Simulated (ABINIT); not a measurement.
Runs of ABINIT 10.8.3 (patched build) on Ir. The structure is cubic, space group Fm-3m (No. 225). Conventional cell: a = 3.831 Å, b = 3.831 Å, c = 3.831 Å, α = 90.00°, β = 90.00°, γ = 90.00°. Ir (site symmetry m-3m) is surrounded by 12 Ir at 2.71 Å. 

| task | level | potentials or basis | cutoff (eV) | fine-grid cutoff | dispersion computed by | V0 of scaled cells (Å³/atom) | B0 (GPa) |
| --- | --- | --- | --- | --- | --- | --- | --- |
| equation of state | PBEsol | JTH PAW PBE v2.0 | 327 | 653.073 eV | - | 14.07 | 395 |
| equation of state | BLYP+D3 | JTH PAW PBE v2.0 | 463 | 925.187 eV | - | 14.33 | (d) |
| equation of state | revPBE+D4 | JTH PAW PBE v2.0 | 463 | 925.187 eV | dftd4 4.3.1 | 13.97 | (a) |
| equation of state | PBE | PseudoDojo NC SR PBE v0.4.1 standard | 925 | - | - | 14.45 | 351 |
| equation of state | r2SCAN | JTH PAW PBE v2.0 | 381 | 761.919 eV | - | 14.24 | (c) |
| equation of state | BP86+D3 | JTH PAW PBE v2.0 | 463 | 925.187 eV | - | (b) | 400 |

Alike in all rows: no spin polarisation; cell as given; k mesh 12 × 12 × 12; smearing fermi-dirac 0.05 eV.

**Question.** Estimate the missing entries.

**Answer.** (a) 391; (b) 13.81; (c) 380; (d) 350.

Caveats: pressures at fixed basis lie under the slope of the energies; the PAW data sets were made with another functional, which shifts forces and pressure a little (some runs); the atomic spheres overlap (some runs).
